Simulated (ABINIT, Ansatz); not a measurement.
**RbCl (Fm-3m): G0W0 on several meshes in ABINIT**

Aim: the GW shift of RbCl (Fm-3m) against the k mesh.

Calculated with ABINIT 10.8.3; LDA and many-body steps on it, plane waves.

The database entry behind the starting cell differs from later determinations by our own check (about 0.5 % short), so it need not match the best structure at ambient conditions.

## Step 1: Set-up

The structure is cubic, space group Fm-3m (No. 225). The conventional cell has a = 6.548 Å, b = 6.548 Å, c = 6.548 Å, α = 90.00°, β = 90.00°, γ = 90.00°. Nearest to Rb lie 6 Cl at 3.27 Å. Nearest to Cl lie 6 Rb at 3.27 Å. Farther neighbours and most contacts between anions are not listed.

The cell and positions come from the Crystallography Open Database and are kept as given unless a step says otherwise.

## Step 2: Empty states on the mesh, 4×4×4 mesh, 338 bands

This step: ABINIT 10.8.3; DFT, LDA, plane waves, norm-conserving pseudopotentials.

The sums over transitions need many empty states on a uniform mesh; this step solves for them.

run.abi

```
acell 3*1.0 Angstrom
rprim 
  -0.000000000000 3.274000000000 3.274000000000
  3.274000000000 0.000000000000 3.274000000000
  3.274000000000 3.274000000000 -0.000000000000
ntypat 2
znucl 37 17
natom 2
typat 1 2
xred 
  0.000000000000 0.000000000000 0.000000000000
  0.500000000000 0.500000000000 0.500000000000
pp_dirpath "pseudos"
pseudos "Rb.upf, Cl.upf"
ecut 24
ngkpt 4 4 4
nshiftk 1
shiftk 0 0 0
kptopt 1
chksymbreak 0
irdden 1
istwfk *1
nband 338
prtvol 0
optdriver 6
gwr_task "HDIAGO"
paral_kgb 0
occopt 1
indata_prefix "in"
outdata_prefix "out"
tmpdata_prefix "tmp"
```

Launch:

```console
OMP_NUM_THREADS=1 mpirun -n 4 abinit run.abi > log
```

Log:

```text
.Version 10.8.3 of ABINIT. v10.8.2 released Aug 2026.

 Symmetries : space group Fm -3 m (#225); Bravais cF (face-center cubic)
[... echo of the input left out ...]
== DATASET  1 ==================================================================
-   mpi_nproc: 4, omp_nthreads: 1 (-1 if OMP is not activated)

--- !DatasetInfo
iteration_state: {dtset: 1, }
dimensions: {natom: 2, nkpt: 8, mband: 338, nsppol: 1, nspinor: 1, nspden: 1, mpw: 2698, }
cutoff_energies: {ecut:  24.0, pawecutdg:  -1.0, }
[...]
Direct band gap semiconductor
 Fundamental gap:     4.595 (eV)
   VBM:    -1.612 (eV) at k: [ 0.0000E+00,  0.0000E+00,  0.0000E+00]
   CBM:     2.983 (eV) at k: [ 0.0000E+00,  0.0000E+00,  0.0000E+00]
 Direct gap:         4.595 (eV) at k: [ 0.0000E+00,  0.0000E+00,  0.0000E+00]

== END DATASET(S) ==============================================================
================================================================================

 -outvars: echo values of variables after computation  --------
           etotal      0.0000000000E+00
            nband         338
             nkpt           8
          spgroup         225
 [... the other variables as echoed above ...]

 Calculation completed.
```

Elapsed: 27 s, on 4 MPI ranks of Arm Neoverse V2, shared host; peak memory 1.8 GiB.

This step gave:

| Item | Value |
| --- | --- |
| gap | 4.595 eV |
| k of the valence top | 0, 0, 0 |
| k of the conduction bottom | 0, 0, 0 |
| least direct gap | 4.595 eV |
| k points computed | 8 |
| lowest point of the top converged band, above the valence top | 151.1280 eV |

On this mesh the gap is 4.595 eV.

The density comes from a self-consistent run that is not shown.

## Step 3: Screening, 4×4×4 mesh, 139 bands, screening to 141.5 eV

The RPA dielectric matrix is built and inverted for each q.

This step: RPA screening on LDA, plane waves, norm-conserving pseudopotentials.

Changes to run.abi since step 2:

```diff
@@ -20,10 +20,11 @@
 chksymbreak 0
-irdden 1
 istwfk *1
-nband 338
-prtvol 0
-optdriver 6
-gwr_task "HDIAGO"
-paral_kgb 0
 occopt 1
+irdwfk 1
+optdriver 3
+nband 139
+ecuteps 5.2
+inclvkb 2
+awtr 1
+symchi 1
 indata_prefix "in"
```

Log:

```text
.Version 10.8.3 of ABINIT. v10.8.2 released Aug 2026.

 Symmetries : space group Fm -3 m (#225); Bravais cF (face-center cubic)
[... echo of the input left out ...]
== DATASET  1 ==================================================================
-   mpi_nproc: 4, omp_nthreads: 1 (-1 if OMP is not activated)

--- !DatasetInfo
iteration_state: {dtset: 1, }
dimensions: {natom: 2, nkpt: 8, mband: 139, nsppol: 1, nspinor: 1, nspden: 1, mpw: 2698, }
cutoff_energies: {ecut:  24.0, pawecutdg:  -1.0, }
electrons: {nelect:   1.60000000E+01, charge:   0.00000000E+00, occopt:   1.00000000E+00, tsmear:   1.00000000E-02, }

 SCREENING: Calculation of the susceptibility and dielectric matrices

 Based on a program developped by R.W. Godby, V. Olevano, G. Onida, and L. Reining.
 Incorporated in ABINIT by V. Olevano, G.-M. Rignanese, and M. Torrent.
.Using double precision arithmetic ; gwpc =  8

[... cell and pseudopotentials left out ...]
--------------------------------------------------------------------------------

 ==== K-mesh for the wavefunctions ====
 Number of points in the irreducible wedge :     8
[... list of points left out ...]
 Together with 48 symmetry operations and time-reversal symmetry
 yields    64 points in the full Brillouin Zone.

 ==== Q-mesh for the screening function ====
 Number of points in the irreducible wedge :     8
[... list of points left out ...]
 Together with 48 symmetry operations and time-reversal symmetry
 yields    64 points in the full Brillouin Zone.

 setmesh: FFT mesh size selected  =    30x   30x   30
          total number of points  =        27000

 vcoul_init : cutoff-mode = AUXILIARY_FUNCTION
 q-points for optical limit:   1
     1)      0.000010    0.000020    0.000030

- screening: taking advantage of time-reversal symmetry
- Maximum band index for partially occupied states nbvw = 8
- Remaining bands to be divided among processors   nbcw = 131
- Number of bands treated by each node ~32

 Number of electrons calculated from density =   16.0000; Expected =   16.0000
 average of density, n =  0.033780
 r_s =    1.9190
 omega_plasma =   17.7290 [eV]

 calculating chi0 at frequencies [eV] :
  1    0.000000E+00    0.000000E+00
  2    0.000000E+00    1.772900E+01

--------------------------------------------------------------------------------
  q-point number  1        q = ( 0.000000, 0.000000, 0.000000) [r.l.u.]
--------------------------------------------------------------------------------
[... chi0 elements left out ...]
 For q-point:  0.000010 0.000020 0.000030
  dielectric constant =   2.3102
  dielectric constant without local fields =   2.7363

  Average fulfillment of the sum rule on Im[epsilon] for q-point    1 :     82.02  [%]
[... wings left out ...]
  q-point number  2        q = ( 0.250000, 0.000000, 0.000000) [r.l.u.]
--------------------------------------------------------------------------------
[... chi0 elements left out ...]
  Average fulfillment of the sum rule on Im[epsilon] for q-point    2 :     88.22  [%]

 [... 6 further q-points ...]
```

Elapsed: 24 s, on 4 MPI ranks; peak memory 0.95 GiB.

This step gave:

* ε∞ with local fields, on this mesh, along the program's q direction: 2.310
* the same without local fields: 2.736
* plasma frequency: 17.73 eV
* plane waves in the screening matrix: 283

Local fields lower ε∞ by 16 %.

## Step 4: 4×4×4

The self-energy is evaluated for the states that the input lists, and the levels follow from it, in one-shot runs by the linearised quasiparticle equation.

This step: G0W0 on LDA, plane waves, norm-conserving pseudopotentials.

Changes to run.abi since step 3:

```diff
@@ -23,8 +23,15 @@
 irdwfk 1
-optdriver 3
+optdriver 4
 nband 139
+gwcalctyp 0
+ecutsigx 24
+symsigma 1
+nkptgw 1
+kptgw 
+  0.0000000000 0.0000000000 0.0000000000
+bdgw 
+  6 12
 ecuteps 5.2
-inclvkb 2
-awtr 1
-symchi 1
+irdscr 1
+ppmodel 1
 indata_prefix "in"
```

Log:

```text
.Version 10.8.3 of ABINIT. v10.8.2 released Aug 2026.

 Symmetries : space group Fm -3 m (#225); Bravais cF (face-center cubic)
[... echo of the input left out ...]
== DATASET  1 ==================================================================
-   mpi_nproc: 4, omp_nthreads: 1 (-1 if OMP is not activated)

--- !DatasetInfo
iteration_state: {dtset: 1, }
dimensions: {natom: 2, nkpt: 8, mband: 139, nsppol: 1, nspinor: 1, nspden: 1, mpw: 2698, }
cutoff_energies: {ecut:  24.0, pawecutdg:  -1.0, }
electrons: {nelect:   1.60000000E+01, charge:   0.00000000E+00, occopt:   1.00000000E+00, tsmear:   1.00000000E-02, }

 SIGMA: Calculation of the GW corrections

 Based on a program developped by R.W. Godby, V. Olevano, G. Onida, and L. Reining.
 Incorporated in ABINIT by V. Olevano, G.-M. Rignanese, and M. Torrent.
.Using double precision arithmetic ; gwpc =  8

[... cell and pseudopotentials left out ...]
--------------------------------------------------------------------------------

 ==== K-mesh for the wavefunctions ====
 Number of points in the irreducible wedge :     8
[... list of points left out ...]
 Together with 48 symmetry operations and time-reversal symmetry
 yields    64 points in the full Brillouin Zone.

 ==== Q-mesh for screening function ====
 Number of points in the irreducible wedge :     8
[... list of points left out ...]
 Together with 48 symmetry operations and time-reversal symmetry
 yields    64 points in the full Brillouin Zone.

 vcoul_init : cutoff-mode = AUXILIARY_FUNCTION
 q-points for optical limit:   1
     1)      0.000010    0.000020    0.000030
 setmesh: FFT mesh size selected  =    40x   40x   40
          total number of points  =        64000

 Number of electrons calculated from density =   16.0000; Expected =   16.0000
 average of density, n =  0.033780
 r_s =    1.9190
 omega_plasma =   17.7290 [eV]

 === KS Band Gaps ===
  >>>> For spin  1
   Minimum direct gap =   4.5949 [eV], located at k-point      :   0.0000  0.0000  0.0000
   Fundamental gap    =   4.5949 [eV], Top of valence bands at :   0.0000  0.0000  0.0000
                                       Bottom of conduction at :   0.0000  0.0000  0.0000
 SIGMA fundamental parameters:
 PLASMON POLE MODEL  1
 number of plane-waves for SigmaX                 2685
 number of plane-waves for SigmaC and W            283
 number of plane-waves for wavefunctions          2685
 number of bands                                   139
 number of independent spin polarizations            1
 number of spinorial components                      1
 number of k-points in IBZ                           8
 number of q-points in IBZ                           8
 number of symmetry operations                      48
 number of k-points in BZ                           64
 number of q-points in BZ                           64
 number of frequencies for dSigma/dE                 9
 frequency step for dSigma/dE [eV]                0.25
 number of omega for Sigma on real axis              0
 max omega for Sigma on real axis  [eV]           0.00
 zcut for avoiding poles [eV]                     0.10

 EPSILON^-1 parameters (SCR file):
 dimension of the eps^-1 matrix on file            283
 dimension of the eps^-1 matrix used               283
 number of plane-waves for wavefunctions          2685
 number of bands                                   139
 number of q-points in IBZ                           8
 number of frequencies                               2
 number of real frequencies                          1
 number of imag frequencies                          1

 matrix elements of self-energy operator (all in [eV])

 Perturbative Calculation

--- !SelfEnergy_ee
iteration_state: {dtset: 1, }
kpoint     : [   0.000,    0.000,    0.000, ]
spin       : 1
KS_gap     :    4.595
QP_gap     :    7.743
Delta_QP_KS:    3.148
data: !SigmaeeData |
     Band     E0 <VxcDFT>   SigX SigC(E0)      Z dSigC/dE  Sig(E)    E-E0       E
        6  -1.612 -13.898 -18.466   2.059   0.800  -0.250 -15.905  -2.008  -3.620
        7  -1.612 -13.898 -18.466   2.059   0.800  -0.250 -15.905  -2.008  -3.620
        8  -1.612 -13.898 -18.466   2.059   0.800  -0.250 -15.905  -2.008  -3.620
        9   2.983  -7.316  -3.142  -2.862   0.869  -0.150  -6.176   1.140   4.123
       10   6.105  -8.154  -3.404  -2.927   0.867  -0.154  -6.573   1.581   7.686
       11   6.105  -8.154  -3.404  -2.927   0.867  -0.154  -6.573   1.581   7.686
       12   6.105  -8.154  -3.404  -2.927   0.867  -0.154  -6.573   1.581   7.686

== END DATASET(S) ==============================================================
================================================================================

 -outvars: echo values of variables after computation  --------
           etotal      0.0000000000E+00
            nband         139
             nkpt           8
          spgroup         225
 [... the other variables as echoed above ...]

 Calculation completed.
```

Wall time 8.3 s (4 MPI ranks); peak memory 0.87 GiB.

Numbers from this step:

* G0W0 gap on the points computed: 7.743 eV
* starting gap on the mesh: 4.595 eV
* k of the valence top: 0, 0, 0
* k of the conduction bottom: 0, 0, 0
* Z at the valence top: 0.8
* Z at the conduction bottom: 0.869
* least direct G0W0 gap on the computed points: 7.743 eV

The gap on the mesh goes from 4.59 eV to 7.74 eV, a correction of +3.15 eV.

## Step 5: Empty states on the mesh, 6×6×6 mesh, 147 bands

This step: DFT, LDA, plane waves, norm-conserving pseudopotentials.

Changes to run.abi since step 4:

```diff
@@ -15,3 +15,3 @@
 ecut 24
-ngkpt 4 4 4
+ngkpt 6 6 6
 nshiftk 1
@@ -20,18 +20,10 @@
 chksymbreak 0
+irdden 1
 istwfk *1
+nband 147
+prtvol 0
+optdriver 6
+gwr_task "HDIAGO"
+paral_kgb 0
 occopt 1
-irdwfk 1
-optdriver 4
-nband 139
-gwcalctyp 0
-ecutsigx 24
-symsigma 1
-nkptgw 1
-kptgw 
-  0.0000000000 0.0000000000 0.0000000000
-bdgw 
-  6 12
-ecuteps 5.2
-irdscr 1
-ppmodel 1
 indata_prefix "in"
```

Log:

```text
[banner, memory and clock lines left out]
.Version 10.8.3 of ABINIT. v10.8.2 released Aug 2026.

 Symmetries : space group Fm -3 m (#225); Bravais cF (face-center cubic)
[... echo of the input left out ...]
== DATASET  1 ==================================================================
-   mpi_nproc: 4, omp_nthreads: 1 (-1 if OMP is not activated)

--- !DatasetInfo
iteration_state: {dtset: 1, }
dimensions: {natom: 2, nkpt: 16, mband: 147, nsppol: 1, nspinor: 1, nspden: 1, mpw: 2698, }
cutoff_energies: {ecut:  24.0, pawecutdg:  -1.0, }
[...]
Integrated=    1.6000E+01

 === KS gaps after direct diagonalization ===
 Direct band gap semiconductor
 Fundamental gap:     4.595 (eV)
   VBM:    -1.612 (eV) at k: [ 0.0000E+00,  0.0000E+00,  0.0000E+00]
   CBM:     2.983 (eV) at k: [ 0.0000E+00,  0.0000E+00,  0.0000E+00]
 Direct gap:         4.595 (eV) at k: [ 0.0000E+00,  0.0000E+00,  0.0000E+00]

== END DATASET(S) ==============================================================

 -outvars: echo values of variables after computation  --------
           etotal      0.0000000000E+00
            nband         147
             nkpt          16
          spgroup         225
 [... the other variables as echoed above ...]

 Calculation completed.
```

Run time: 50 s. Hardware: 4 MPI ranks; peak memory 1.8 GiB.

Numbers from this step:

- gap: 4.595 eV
- k of the valence top: 0, 0, 0
- k of the conduction bottom: 0, 0, 0
- least direct gap: 4.595 eV
- k points computed: 16
- lowest point of the top converged band, above the valence top: 81.2650 eV

On this mesh the gap is 4.595 eV.

[end of part 1 of 2]

[Paths, hosts, dates, memory and timing lines, banners, echoed tables and standing remarks are left out of the program output.]

[Logs are printed without paths, hosts, clocks, repeated set-up lines and the standing remarks that a program may print on its own settings, such as how far it seeks lower states.]

[Runs of the session that timed out or met a known fault of the program may be left out.]

[Hosts, paths, dates, database ids (printed as entryN), source tags and the programs' standing remarks are cut or masked in the printed files.]

[G0W0 gaps are taken among the corrected bands and points alone; a level outside them can change the order at an edge.]

[Where Ansatz stands beside ABINIT at settings called matched, ABINIT's density can come from a denser mesh and the files from another edition; pairs whose starting gaps differed by over 0.03 eV were left out, so agreement reads better than it is.]
